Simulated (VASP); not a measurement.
# Mo (Im-3m) in VASP: notebook, part 2 of 3

VASP 6.6.1.

**3. Relaxation of cell and atoms, PBE, target pressure 22 GPa, at which the enthalpy is minimised**

This run uses another cell than the first one, of 14.71 Å³/atom, 0.944 times its volume.

INCAR

```
SYSTEM = Mo
  PREC = Accurate
  ENCUT = 520
  EDIFF = 1E-7
  ISMEAR = 0
  SIGMA = 0.1
  LREAL = .FALSE.
  LASPH = .TRUE.
  NELM = 100
  ALGO = Fast
  ISIF = 3
  LWAVE = .FALSE.
  LCHARG = .FALSE.
  GGA = PE
  IBRION = 2
  NSW = 80
  EDIFFG = -0.002
  PSTRESS = 220.0
```

KPOINTS

```
regular mesh
0
G
  6 6 6
  0 0 0
```

POSCAR

```
Mo                                      
1.0
   -1.5435263876      1.5435263876      1.5435263876
    1.5435263876     -1.5435263876      1.5435263876
    1.5435263876      1.5435263876     -1.5435263876
  Mo            
     1
Direct
     0.0000000000000000    0.0000000000000000    0.0000000000000000
```

Potentials or basis: VASP PAW PBE potentials, release 64 (Mo_sv).

Launch:

```sh
$ cat potpaw_PBE.64/Mo_sv/POTCAR > POTCAR
$ mpirun -np 1 vasp_std > vasp.out
```

OUTCAR:

```text
SYSTEM = Mo
   PREC = Accurate
   ENCUT = 520
   EDIFF = 1E-7
   ISMEAR = 0
   LREAL = .FALSE.
   LASPH = .TRUE.
   NELM = 100
   ISIF = 3
   GGA = PE
   IBRION = 2
   NSW = 80
   EDIFFG = -0.002
   PSTRESS = 220.0

 ion  position               nearest neighbor table
   1  0.000  0.000  0.000-

  LATTYP: Found a body centered cubic cell.
 ALAT       =     3.0870527752

  Lattice vectors:

 A1 = (  -1.5435263876,   1.5435263876,   1.5435263876)
 A2 = (   1.5435263876,  -1.5435263876,   1.5435263876)
 A3 = (   1.5435263876,   1.5435263876,  -1.5435263876)

Analysis of symmetry for initial positions (statically):
=====================================================================
 Subroutine PRICEL returns:
 Original cell was already a primitive cell.

 Routine SETGRP: Setting up the symmetry group for a
 body centered cubic supercell.

 Subroutine GETGRP returns: Found 48 space group operations
 (whereof 48 operations were pure point group operations)
 out of a pool of 48 trial point group operations.

The static configuration has the point symmetry O_h .

Analysis of symmetry for dynamics (positions and initial velocities):
=====================================================================
 Subroutine PRICEL returns:
 Original cell was already a primitive cell.

 Routine SETGRP: Setting up the symmetry group for a
 body centered cubic supercell.

 Subroutine GETGRP returns: Found 48 space group operations
 (whereof 48 operations were pure point group operations)
 out of a pool of 48 trial point group operations.

The dynamic configuration has the point symmetry O_h .

 Subroutine INISYM returns: Found 48 space group operations
 (whereof 48 operations are pure point group operations),
 and found     1 'primitive' translations

----------------------------------------------------------------------------------------

                                     Primitive cell

  volume of cell :      14.7096

  direct lattice vectors                    reciprocal lattice vectors
    -1.543526388  1.543526388  1.543526388     0.000000000  0.323933561  0.323933561
     1.543526388 -1.543526388  1.543526388     0.323933561  0.000000000  0.323933561
     1.543526388  1.543526388 -1.543526388     0.323933561  0.323933561  0.000000000

  length of vectors
     2.673466126  2.673466126  2.673466126     0.458111236  0.458111236  0.458111236

  position of ions in fractional coordinates (direct lattice)
     0.000000000  0.000000000  0.000000000

  ion indices of the primitive-cell ions
   primitive index   ion index
                 1           1

----------------------------------------------------------------------------------------

 KPOINTS: regular mesh

Automatic generation of k-mesh.
 Grid dimensions read from file:
 generate k-points for:    6    6    6

 Generating k-lattice:

  Cartesian coordinates                     Fractional coordinates (reciprocal lattice)
     0.000000000  0.053988927  0.053988927     0.166666667  0.000000000  0.000000000
     0.053988927  0.000000000  0.053988927     0.000000000  0.166666667  0.000000000
     0.053988927  0.053988927  0.000000000     0.000000000  0.000000000  0.166666667

  Length of vectors
     0.076351873  0.076351873  0.076351873

  Shift w.r.t. Gamma in fractional coordinates (k-lattice)
     0.000000000  0.000000000  0.000000000

 Subroutine IBZKPT returns following result:
 ===========================================

 Found     16 irreducible k-points:

 Following reciprocal coordinates:
            Coordinates               Weight
  0.000000  0.000000  0.000000      1.000000
  0.166667  0.000000  0.000000     12.000000
  0.333333  0.000000  0.000000     12.000000
  0.500000  0.000000  0.000000      6.000000
  0.166667  0.166667  0.000000     24.000000
  0.333333  0.166667  0.000000     48.000000
[... 8 lines left out ...]
  0.500000  0.500000  0.333333     12.000000
  0.500000  0.500000  0.500000      1.000000
   k-points           NKPTS =     16   k-points in BZ     NKDIM =     16   number of bands    NBANDS=     11
   number of dos      NEDOS =    301   number of ions     NIONS =      1
   total plane-waves  NPLWV =   8000
   dimension x,y,z NGX =    20 NGY =   20 NGZ =   20
   dimension x,y,z NGXF=    40 NGYF=   40 NGZF=   40
   ions per type =               1
   NGX,Y,Z   is equivalent  to a cutoff of  12.44, 12.44, 12.44 a.u.
   NGXF,Y,Z  is equivalent  to a cutoff of  24.87, 24.87, 24.87 a.u.
 SYSTEM =  Mo
   PREC   = accura    normal or accurate (medium, high low for compatibility)
   ISTART =      0    job   : 0-new  1-cont  2-samecut
   ICHARG =      2    charge: 1-file 2-atom 10-const
   ISPIN  =      1    spin polarized calculation?
   LNONCOLLINEAR =      F non collinear calculations
   LSORBIT =      F    spin-orbit coupling
   LASPH  =      T    aspherical Exc in radial PAW
   ENCUT  =  520.0 eV  38.22 Ry    6.18 a.u.   4.97  4.97  4.97*2*pi/ulx,y,z
   NELM   =    100;   NELMIN=  2; NELMDL= -5     # of ELM steps
   EDIFF  = 0.1E-06   stopping-criterion for ELM
   LREAL  =      F    real-space projection
   EDIFFG = -.2E-02   stopping-criterion for IOM
   NSW    =     80    number of steps for IOM
   IBRION =      2    ionic relax: 0-MD 1-quasi-New 2-CG
   NFREE  =      1    steps in history (QN), initial steepest desc. (CG)
   ISIF   =      3    stress and relaxation
   ISYM   =      2    0-nonsym 1-usesym 2-fastsym
   POTIM  = 0.5000    time-step for ionic-motion
   TEBEG  =    0.0;   TEEND  =   0.0 temperature during run
   PSTRESS=  220.0 pullay stress
   NELECT =      14.0000    total number of electrons
   NUPDOWN=      -1.0000    fix difference up-down
   EMIN   =  10.00;   EMAX   =-10.00  energy-range for DOS
   EFERMI =   0.00;   METHOD = LEGACY
   ISMEAR =     0;   SIGMA  =   0.10  broadening in eV -4-tet -1-fermi 0-gaus
   EFERMI_NEDOS =   21; number of points for ismear=-14 and -15
   IALGO  =     68    algorithm
   IMIX   =      4    mixing-type and parameters
     AMIX     =   0.40;   BMIX     =  1.00
     AMIX_MAG =   1.60;   BMIX_MAG =  1.00
  volume/ion in A,a.u.               =      14.71        99.27
  Fermi-wavevector in a.u.,A,eV,Ry     =   1.610337  3.043096 35.282430  2.593185
  Thomas-Fermi vector in A             =   2.705903
   LORBIT       =      0    0 simple, 1 ext, 2 COOP (PROOUT), +10 PAW based schemes
   GGA     = PE    functional components
   LHFCALC =     F    Hartree Fock is set to
   AEXX    =    0.0000 exact exchange contribution
   IVDW    =     0    specifies the selected vdW correction
   LEPSILON=     F    determine dielectric tensor
   LRPA    =     F    only Hartree local field effects (RPA)
 conjugate gradient relaxation of ions
 non-spin polarized calculation
 RMM-DIIS sequential band-by-band and
 Gauss-broadening in eV      SIGMA  =   0.10
  energy-cutoff  :      520.00
  volume of cell :       14.71
 maximum number of plane-waves:       404
   NGX =  9   NGY =  9   NGZ =  9

--------------------------------------- Ionic step        1  -------------------------------------------

 number of electron      13.9999997 magnetization

 Free energy of the ion-electron system (eV)
  ---------------------------------------------------
  ext. energy  EPLUGINS =         0.00000000
  ---------------------------------------------------
  free energy    TOTEN  =       -10.92947516 eV

  energy without entropy =      -10.92944281  energy(sigma->0) =      -10.92945899

------------------------ aborting loop because EDIFF is reached ----------------------------------------

  FORCE on cell =-STRESS in cart. coord.  units (eV):
  Direction    XX          YY          ZZ          XY          YZ          ZX
  --------------------------------------------------------------------------------------
  -------------------------------------------------------------------------------------
  Total        2.0237614      2.0237614      2.0237614     -0.0000000     -0.0000000      0.0000000
  in kB      220.4284922    220.4284922    220.4284922     -0.0000000     -0.0000000      0.0000000
  external PRESSURE =       0.4284922 kB  Pullay stress =     220.0000000 kB
[... 59 lines left out ...]
  enthalpy is  TOTEN    =        -8.9096432304 eV   P V=        2.0209776537

--------------------------------------- Ionic step        3  -------------------------------------------

 number of electron      13.9999997 magnetization

 Free energy of the ion-electron system (eV)
  ---------------------------------------------------
  ext. energy  EPLUGINS =         0.00000000
  ---------------------------------------------------
  free energy    TOTEN  =       -10.92963249 eV

  energy without entropy =      -10.92960010  energy(sigma->0) =      -10.92961629

 E-fermi :  13.5441     XC(G=0): -13.7402

 val. band max:       13.3140005633   @ k =   0.1667   0.0000   0.0000
 cond. band min:      13.7876612252   @ k =  -0.3333   0.3333   0.1667
 fundamental gap:      0.4736606618
 Fermi energy:        13.5440567692

 k-point     1 :       0.0000    0.0000    0.0000
  band No.  band energies     occupation
      1     -47.7262      2.00000
      2     -20.8358      2.00000
      3     -20.8358      2.00000
      4     -20.8358      2.00000
      5       6.1719      2.00000
      6      12.0958      2.00000
      7      12.0958      2.00000
      8      12.0958      2.00000
      9      15.3542      0.00000
     10      15.3542      0.00000
     11      28.5145      0.00000
[... 236 lines left out ...]
  FREE ENERGIE OF THE ION-ELECTRON SYSTEM (eV)
  ---------------------------------------------------
  free  energy   TOTEN  =       -10.9296324878 eV

  energy  without entropy=      -10.9296000951  energy(sigma->0) =      -10.92961629

  enthalpy is  TOTEN    =        -8.9096477137 eV   P V=        2.0199847741

 reached required accuracy - stopping structural energy minimisation
```

CONTCAR:

```text
Mo
   1.00000000000000
    -1.5435664675515273    1.5435664675515273    1.5435664675515273
     1.5435664675515273   -1.5435664675515273    1.5435664675515273
     1.5435664675515273    1.5435664675515273   -1.5435664675515273
  Mo
     1
Direct
     0.0000000000000000    0.0000000000000000    0.0000000000000000

  0.00000000E+00  0.00000000E+00  0.00000000E+00
```

Run time: 4.3 s. Hardware: 1 thread of Intel Xeon 6975P-C (Granite Rapids), shared host; peak memory 0.12 GiB.

What came out:

```
Free energy                                            : -10.9296 eV
Energy change on relaxing (the enthalpy is what falls) : -0.2 meV/atom
Ionic steps                                            : 3
Pressure after relaxing                                : 22.0 GPa
Band gap on the k mesh                                 : none (metal or under the smearing width)
```

The path:
```tsv
step	energy change (eV)	largest force (eV/Å)	pressure (GPa)	volume (Å³)
1	0.0000	0.0000	22.04	14.71
2	-0.0011	0.0000	21.82	14.72
3	-0.0002	0.0000	22.00	14.71
```

Final structure:
```yaml
crystal:
  lattice:
    - [-1.54357, 1.54357, 1.54357]
    - [1.54357, -1.54357, 1.54357]
    - [1.54357, 1.54357, -1.54357]
  atoms:
    - { symbol: Mo, position: [0.00000, 0.00000, 0.00000] }
```

Caveat: the k mesh is coarse (spacing up to 0.48 Å⁻¹), so the values aren't converged; the cell is relaxed towards a set pressure, so the enthalpy falls and the energy may rise.

[end of part 2 of 3]
